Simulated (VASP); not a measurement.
Crystal: MgZn2O3.

```xyz
6
Lattice="4.1122 0.0000 0.0000 -2.0561 3.5613 0.0000 0.0000 0.0000 6.2130" Properties=species:S:1:pos:R:3 pbc="T T T"
Mg    0.0000    0.0000    5.9734
Zn    0.0000    0.0000    2.4985
Zn    0.0000    0.0000    4.2044
O     2.0561    0.0000    2.8879
O    -1.0281    1.7806    2.8879
O     1.0281    1.7806    2.8879
```

The cell was built by a generator and needn't be a form met in nature.

* Program: VASP 6.6.1
* Task: relaxation of cell and atoms
* Functional: PBE
* Potentials or basis: VASP PAW PBE potentials, release 64 (Mg, Zn, O)
* Cutoff: 520 eV
* k mesh: 4 × 4 × 3
* Occupations: gaussian, width 0.15 eV
* Spin: no spin polarisation

At the start: pressure 39.8 GPa; volume 15.16 Å³/atom.

**Question.** Where does the relaxation end?

**Answer.** Over 19 steps the energy falls by 1330.6 meV/atom and the volume is 17.58 Å³/atom (+15.9 %); space group P6/mmm (No. 191, to 0.05 Å).

The path:
| step | energy change (eV) | largest force (eV/Å) | pressure (GPa) | volume (Å³) |
| --- | --- | --- | --- | --- |
| 1 | 0.0000 | 18.8738 | 39.76 | 90.99 |
| 2 | -0.1877 | 14.8781 | -10.12 | 144.89 |
| 3 | -6.9743 | 3.3844 | -0.97 | 112.84 |
| 4 | -7.0139 | 3.1652 | -0.76 | 111.94 |
| 5 | -7.0717 | 2.8151 | 1.24 | 109.14 |
| 6 | -7.0675 | 2.7381 | 0.88 | 109.70 |
| 7 | -7.7338 | 0.7839 | -3.18 | 112.34 |
| 8 | -7.7381 | 0.6751 | -3.12 | 112.52 |
| 9 | -7.8302 | 0.4405 | -0.07 | 107.53 |
| 10 | -7.8353 | 0.3695 | 0.32 | 106.51 |
| 11 | -7.8293 | 0.4104 | 2.01 | 104.48 |
| 12 | -7.8358 | 0.3494 | 0.93 | 105.93 |
| 13 | -7.8695 | 0.3082 | 0.72 | 105.97 |
| 14 | -7.9353 | 0.4133 | 0.87 | 106.09 |
| 15 | -7.8928 | 0.9638 | 1.18 | 106.31 |
| 16 | -7.9481 | 0.5086 | 0.51 | 106.16 |
| 17 | -7.9740 | 0.1105 | -0.77 | 107.80 |
| 18 | -7.9740 | 0.0976 | -0.99 | 107.86 |
| 19 | -7.9838 | 0.0409 | 0.44 | 105.49 |

Final structure:
```yaml
crystal:
  lattice:
    - [3.99942, 0.00000, 0.00000]
    - [-1.99971, 3.46360, 0.00000]
    - [0.00000, 0.00000, 7.61549]
  atoms:
    - { symbol: Mg, position: [0.00000, 0.00000, 0.99028] }
    - { symbol: Zn, position: [0.00000, 0.00000, 0.32016] }
    - { symbol: Zn, position: [0.00000, 0.00000, 0.65988] }
    - { symbol: O, position: [0.50000, 0.00000, 0.48814] }
    - { symbol: O, position: [0.00000, 0.50000, 0.48814] }
    - { symbol: O, position: [0.50000, 0.50000, 0.48814] }
```

Caveat: the k mesh is coarse (spacing up to 0.44 Å⁻¹), so the values aren't converged; the volume moved by over 15 % at a fixed basis, so the end points are rough.
